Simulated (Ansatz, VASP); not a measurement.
Given: the input of a run of Ansatz 0.2.0 on GaP.

Contents of input.yaml:

```yaml
crystal:
  lattice:
    - [0.0, 2.7432985392, 2.7432985392]
    - [2.7432985392, 0.0, 2.7432985392]
    - [2.7432985392, 2.7432985392, 0.0]
  atoms:
    - { symbol: Ga, position: [0.0, 0.0, 0.0] }
    - { symbol: P, position: [0.75, 0.75, 0.75] }
kpoints:
  mp_grid: { grid: [8, 8, 8] }
scf:
  occupations: { method: fermi_dirac, width: 0.05 }
hamiltonian:
  xc: lda
  pseudopotentials: { kind: all_electron, lapw: { basis_error: 0.001 } }
output:
  forces: true
  stress: true
  eigenvalues: true
```

Potentials or basis: all-electron LAPW, scalar-relativistic.

Command:

```bash
$ ansatz run input.yaml --threads 1 --pin off --max-ram 3072MiB --backend cpu --events-out ev --progress --plain --runs-dir out
```

**Question.** Translate it to VASP 6.6.1. Potentials there: VASP PAW LDA potentials, release 64 (Ga_d, P).

**Answer.** As run (the cutoff follows the program's own potentials):

Contents of INCAR:

```
PREC     = Accurate       # precision mode
ENCUT    = 520            # plane-wave cutoff, eV
EDIFF    = 1E-6           # SCF threshold, eV
ISMEAR   = -1             # smearing method
SIGMA    = 0.05           # smearing width, eV
LREAL    = F              # projectors in reciprocal space
LASPH    = T              # aspherical terms in the spheres
NELM     = 80             # most SCF steps
ALGO     = Normal         # electronic algorithm
ISIF     = 2              # what is computed and relaxed
LWAVE    = F              # write WAVECAR
LCHARG   = T              # write CHGCAR
GGA      = CA             # functional
LELF     = T              # ELF
LVHAR    = T            
NBANDS   = 16             # bands
```

Contents of KPOINTS:

```
Automatic mesh
0
Gamma
  8 8 8
```

POSCAR

```
GaP
1.0
    0.0000000000      2.7432985392      2.7432985392
    2.7432985392      0.0000000000      2.7432985392
    2.7432985392      2.7432985392      0.0000000000
Ga P
1 1
Direct
    0.0000000000      0.0000000000      0.0000000000
    0.7500000000      0.7500000000      0.7500000000
```

Potentials or basis: VASP PAW LDA potentials, release 64 (Ga_d, P).

The run is started by

```sh
$ cat potpaw_LDA.64/Ga_d/POTCAR potpaw_LDA.64/P/POTCAR > POTCAR
$ mpirun -np 1 vasp_std > vasp.out
```

Both were run:

|  | VASP | Ansatz | Ansatz less VASP |
| --- | --- | --- | --- |
| gap on the k mesh at the Fermi level (eV) | 1.45 | 1.44 | -0.017 |
| least direct gap on the mesh (eV) | 1.47 | 1.44 | -0.031 |
| pressure (GPa) | -4.1 | -4.2 | -0.05 |

Ansatz ran all-electron here, so the differences hold the error of VASP's frozen core and of both bases.

A k mesh can miss the band edges.
